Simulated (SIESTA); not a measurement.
Set up this calculation in SIESTA 5.4.2, as an ASE script.

* Task: single point
* Functional: PBE
* Potentials or basis: PseudoDojo 0.4 standard (PBE files)
* Basis: DZP (energy shift 0.003 Ry; two zetas on semicore shells)
* Grid cutoff: 500 Ry
* Energy shift: 0.003 Ry
* k mesh: 9 × 9 × 9
* Occupations: fermi-dirac, width 0.05 eV
* Spin: no spin polarisation

The structure of As lies in As.xyz:

```xyz
2
Lattice="1.8807968987 1.0858785957 3.5140619945 -1.8807968987 1.0858785957 3.5140619945 0.0000000000 -2.1717571915 3.5140619945" Properties=species:S:1:pos:R:3 pbc="T T T"
As     0.0000000000      0.0000000000      2.3825340323
As     0.0000000000     -0.0000000001      8.1596519512
```

These files were run (other wordings do the same):

run.py

```python
from ase.io import read
from ase.calculators.siesta import Siesta
from ase.units import Ry, GPa

atoms = read("As.xyz")

fdf = {
    'SCFMustConverge': False,
    'OccupationFunction': 'FD',
    'ElectronicTemperature': '0.05 eV',
    'MaxSCFIterations': '120',
    'SCF.Mixer.Method': 'Pulay',
    'SCF.Mixer.Weight': '0.25',
    'SCF.Mixer.History': '8',
    'SCF.DM.Tolerance': '5.0e-05',
    'SCF.H.Tolerance': '1.0e-03 eV',
    'WriteForces': 'true',
    'Charge.Mulliken': 'end',
    'Charge.Hirshfeld': 'end',
    'Charge.Voronoi': 'end',
    'SaveRho': 'true',
    'SaveElectrostaticPotential': 'true',
    'PAO.Basis': ['As.1 4', 'n=4 0 2', '  5.512 0.000', 'n=4 1 2', '  7.356 0.000', 'n=3 2 2', '  2.890 0.000', 'n=4 2 1', '  7.356'],
}
calc = Siesta(
    label="As",
    command="siesta < PREFIX.fdf > PREFIX.out",
    pseudo_path="pseudos",
    pseudo_qualifier="",
    xc=('GGA', 'PBE'),
    basis_set="DZP",
    mesh_cutoff=500 * Ry,
    energy_shift=0.003 * Ry,
    kpts=[9, 9, 9],
    spin="non-polarized",
    fdf_arguments=fdf,
)
atoms.calc = calc

print(f"energy = {atoms.get_potential_energy():.6f} eV")
free = atoms.get_potential_energy(force_consistent=True)
print(f"free energy = {free:.6f} eV")
print("forces (eV/A):")
print(atoms.get_forces(apply_constraint=False).round(6))
print("stress (GPa, Voigt order, tension positive):", (atoms.get_stress() / GPa).round(4))
```

Potentials or basis: PseudoDojo 0.4 standard (PBE files), DZP (energy shift 0.003 Ry; two zetas on semicore shells).

The run is started by

```bash
$ python run.py
```

Results of the run:

```json
{
 "Pressure": "6.0 GPa",
 "Largest force": "0.877 eV/Å",
 "Band gap on the k mesh": "none (metal or under the smearing width)"
}
```

Caveat: the basis of atomic orbitals isn't converged, which shifts pressures, moduli and gaps.

Run time: 17 s on 1 thread of AMD EPYC 9R45 96-Core Processor (Zen 5) (shared host), peak memory 0.24 GiB.
